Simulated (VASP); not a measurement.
Input of a VASP 6.6.1 run:

File POSCAR:

```
Te2Mo
1.0
    3.5346197752      0.0000000000      0.0000000000
   -1.7673098875      3.0610705181      0.0000000000
    0.0000000000      0.0000000000     14.0671799030
  Te              Mo
     4     2
Direct
     0.3333333332999970    0.6666666667000030    0.6209281497421137
     0.6666666667000030    0.3333333332999970    0.1209281497421138
     0.3333333332999970    0.6666666667000030    0.8790718502578863
     0.6666666667000030    0.3333333332999970    0.3790718502578861
     0.3333333332999970    0.6666666667000030    0.2500000000000000
     0.6666666667000030    0.3333333332999970    0.7500000000000000
```

INCAR.step1

```
SYSTEM = Te2Mo
PREC = Accurate ; ENCUT = 600
EDIFF = 1E-8 ; ISMEAR = 0
SIGMA = 0.03 ; LREAL = .FALSE.
LASPH = .TRUE. ; NELM = 80
ALGO = Normal ; ISIF = 3
LWAVE = .FALSE. ; LCHARG = .FALSE.
GGA = MK ; LUSE_VDW = .TRUE.
AGGAC = 0.0 ; PARAM1 = 0.1234
PARAM2 = 0.711357 ; ZAB_VDW = -1.8867
KPAR = 2 ; IBRION = 2
NSW = 40 ; EDIFFG = -0.002
```

The input INCAR.step2:

```
SYSTEM = Te2Mo
PREC = Accurate ; ENCUT = 600
EDIFF = 1E-8 ; ISMEAR = 0
SIGMA = 0.03 ; LREAL = .FALSE.
LASPH = .TRUE. ; NELM = 80
ALGO = Normal ; ISIF = 2
LWAVE = .FALSE. ; LCHARG = .FALSE.
GGA = MK ; LUSE_VDW = .TRUE.
AGGAC = 0.0 ; PARAM1 = 0.1234
PARAM2 = 0.711357 ; ZAB_VDW = -1.8867
KPAR = 2 ; IBRION = 6
NFREE = 2 ; POTIM = 0.015
NSW = 1
```

The input KPOINTS:

```
regular mesh
0
G
  9 9 2
  0 0 0
```

Potentials or basis: VASP PAW PBE potentials, release 64 (Te, Mo_sv).

The run is started by

```sh
$ cat potpaw_PBE.64/Te/POTCAR potpaw_PBE.64/Mo_sv/POTCAR > POTCAR
$ cp INCAR.step1 INCAR
$ mpirun -np 2 vasp_std > vasp.out
$ cp CONTCAR POSCAR
$ cp INCAR.step2 INCAR
$ mpirun -np 2 vasp_std > vasp.out
```

(1) Estimate the highest phonon frequency at Γ, LO-TO splitting left out.

Results:

(1) 285 cm⁻¹.
